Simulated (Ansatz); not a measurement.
Runs of Ansatz 0.2.0 on Te2Mo. The structure is monoclinic, space group P2_1/m (No. 11). The conventional cell has a = 6.330 Å, b = 3.469 Å, c = 13.860 Å, α = 90.00°, β = 93.92°, γ = 90.00°. Around Te (site symmetry m) lie 3 Mo at 2.79 to 2.81 Å. Te (site symmetry m) is surrounded by 3 Mo at 2.70 Å. Around Te (site symmetry m) lie 3 Mo at 2.79 to 2.82 Å. Te (site symmetry m) is surrounded by 3 Mo at 2.70 to 2.71 Å. Around Mo (site symmetry m) lie 6 Te at 2.70 to 2.82 Å and 2 Mo at 2.89 Å. Mo (site symmetry m) is surrounded by 6 Te at 2.70 to 2.81 Å and 2 Mo at 2.90 Å. 

```tsv
task	level	U	cell	k mesh	points for each segment of the path	hubbard projectors	double counting	gap on the mesh (eV)	pressure (GPa)	relaxed volume (Å³/atom)	largest force (eV/Å)
relaxation of cell and atoms	PBEsol	-	relaxed	4 × 8 × 2	-	-	-	-	0.0	24.75	0.01
band structure	LDA	-	as given	4 × 8 × 2	10	-	-	none	-3.3	-	0.41
relaxation of cell and atoms	BLYP+D4	-	relaxed	4 × 8 × 2	-	-	-	-	0.0	25.21	0.01
band structure	BLYP	-	as given	4 × 8 × 2	10	-	-	none	8.6	-	(a)
band structure	LDA+U	Mo d U = 6.2 eV	as given	4 × 8 × 2	10	ortho-atomic (the default)	fll (the default)	none	-1.9	-	(b)
band structure	BLYP	-	as given	3 × 6 × 2	10	-	-	none	8.6	-	0.52
band structure	PBEsol+U	Mo d U = 7 eV	as given	4 × 8 × 2	10	ortho-atomic (the default)	fll (the default)	none	1.1	-	0.47
relaxation of cell and atoms	PBEsol+D3(BJ)	-	relaxed	4 × 8 × 2	-	-	-	-	0.0	22.92	-
band structure	LDA	-	as given	3 × 6 × 2	10	-	-	none	-3.3	-	0.40
band structure	PBEsol	-	as given	3 × 6 × 2	10	-	-	none	-1.4	-	0.26
band structure	PBEsol+U	Mo d U = 6.2 eV	as given	4 × 8 × 2	10	ortho-atomic (the default)	fll (the default)	none	0.1	-	0.42
band structure	PBEsol	-	as given	4 × 8 × 2	10	-	-	none	-1.4	-	0.23
```

Alike in all rows: potentials or basis Ansatz PAW; no spin polarisation; cutoff (eV) 420; smearing fermi-dirac 0.05 eV.

Task: Estimate the missing entries.

Result: (a) 0.50; (b) 0.45.

Caveats: the PAW data sets come from PBE, with cores solved anew for the run's functional, which leaves a small shift of forces and pressure; the plane-wave basis is chosen anew once the cell has moved, so the energies of steps on either side of that aren't comparable (some runs); the potentials were made for another functional, which shifts forces and pressure (some runs); U without spin polarisation on a metal has little footing (some runs); the U is typed as a test and isn't derived for this compound (some runs).

A k mesh can miss the band edges, and the runs leave out spin-orbit coupling on Mo, Te.

A gap of «none» marks a metal or a gap under the smearing width.

Not every run made on this cell is shown here.
